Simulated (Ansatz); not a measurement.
³³S nuclear quadrupole resonance in SnS₂ under strain

Cell: an entry of the Crystallography Open Database (COD), relaxed with PBE at fixed cell and then changed (z stretched by 1 %, ions relaxed).

```
CELL_PARAMETERS angstrom
3.60500 0.00000 0.00000
-1.80250 3.12202 0.00000
0.00000 0.00000 5.51460
ATOMIC_POSITIONS crystal
Sn 0.00000 0.00000 0.00000
S 0.66667 0.33333 0.73084
S 0.33333 0.66667 0.26916
```

Atoms are numbered from 1 in the order listed; like atoms form one site, named after its first atom.

The numbers come from a DFT calculation in Ansatz (PBE, plane waves and PAW, scalar-relativistic, 420 eV cutoff, Γ-centred 14×14×8 k-points, Fermi–Dirac smearing 0.02 eV).

³³S: I = 3/2, Q = -69.40 mb (year-2017 value). Static lattice, zero field.

(1) At which frequencies do the ³³S NQR lines lie?

Answers

(1) For I = 3/2 there is one line, ν = (|C_Q|/2)(1 + η²/3)^½.

```
site  atoms  V_zz (10²¹ V/m²)  C_Q (MHz)     η  line frequencies (MHz)
   S   2, 3             -3.35       5.62  0.00                    2.81
```

An axis of threefold or higher order runs through S, so V_zz lies along it and η is zero.

Without spin–orbit coupling (the program notes it for Sn) the gradients can shift somewhat, as the gap is small. At this changed cell the PBE pressure is 7 GPa.
